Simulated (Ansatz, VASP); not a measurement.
## BN in VASP and in Ansatz

```
CELL_PARAMETERS angstrom
2.50071 0.00000 0.00000
-1.25035 2.16568 0.00000
0.00000 0.00000 6.85992
ATOMIC_POSITIONS crystal
B 0.00000 0.00000 0.50000
B 0.33333 0.66667 0.00000
N 0.00000 0.00000 0.00000
N 0.66667 0.33333 0.50000
```

Alike in both runs: functional r2SCAN; k mesh 12 × 12 × 4; occupations gaussian, width 0.02 eV; no spin polarisation.

Ansatz relaxed the structure, and its values are those at the end. VASP's run is a single point on that final structure, the one shown.

|  | VASP | Ansatz |
| --- | --- | --- |
| version | VASP 6.6.1 | Ansatz 0.2.0 |
| potentials or method | VASP PAW PBE potentials, release 64 (B, N) | scalar-relativistic, plane waves, PAW |
| plane-wave cutoff (eV) | 520 | 500 |
| valence electrons in the cell | 16 | 16 |

```csv
,VASP,Ansatz,Ansatz less VASP
gap on the k mesh at the Fermi level (eV),4.98,4.95,-0.035
least direct gap on the mesh (eV),5.23,5.17,-0.059
pressure (GPa),0.4,0.0,-0.38
```

Caveats: the PAW data sets were made with another functional, which shifts forces and pressure a little (VASP). A k mesh can miss the band edges. r2SCAN opens gaps a little over a GGA but as a rule still falls short of measured ones.
